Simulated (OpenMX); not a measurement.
**MnS in OpenMX: the effect of Hubbard term**

MnS:

```
CELL_PARAMETERS angstrom
0.00000 2.60450 2.60450
2.60450 0.00000 2.60450
2.60450 2.60450 0.00000
ATOMIC_POSITIONS crystal
Mn 0.00000 0.00000 0.00000
S 0.50000 0.50000 0.50000
```

Alike in all runs:

| Property | Result |
| --- | --- |
| Program | OpenMX 3.8.5 |
| Task | density of states |
| Functional | PBE |
| Potentials or basis | OpenMX 2013 PBE set, Mn6.0-s3p2d2, S7.0-s2p2d1f1, grid cutoff 400 Ry |
| k mesh | 7 × 7 × 7 |
| Occupations | fermi-dirac, width 0.05 eV |
| Spin | collinear spin, ferromagnetic start |
| Starting moments | [4.0, 0.0] μB |
| Hubbard projector | dual |
| Start of the occupations | no orbital polarisation |
| Hubbard shell | Mn d |
| Mixing scheme | rmm-diisk |
| SCF threshold | 1e-07 Ha |
| Solver | band |
| Max SCF cycles | 120 |
| k mesh for the DOS | 9 × 9 × 9 |

```tsv
Hubbard term	gap on the mesh (eV)	moment (μB)
Mn U = 0 eV	none	4.71
Mn U = 2 eV	?	?
Mn U = 4 eV	0.78	5.00
Mn U = 6 eV	1.40	5.00
Mn U = 8 eV	1.46	5.00
```

**Question.** What does the run with Hubbard term Mn U = 2 eV give?

**Answer.** gap on the mesh none; moment 4.97 μB.

Worked out: A parabola through the other rows of the moment, of slope 0.0679 μB per eV there, gives 4.88 μB, against the run's 4.97. The fit is too stiff a form for this range.

Caveats: the basis of atomic orbitals isn't converged, which shifts pressures, moduli and gaps; a cell with one magnetic atom can't hold antiferromagnetic order, which such compounds often take; U acts on the first radial function of the shell alone, so its value doesn't carry over to other programs (some runs); an odd mesh through Γ misses points on the zone boundary, where band edges often lie (some runs).

A gap of «none» marks a metal or a gap under the smearing width.
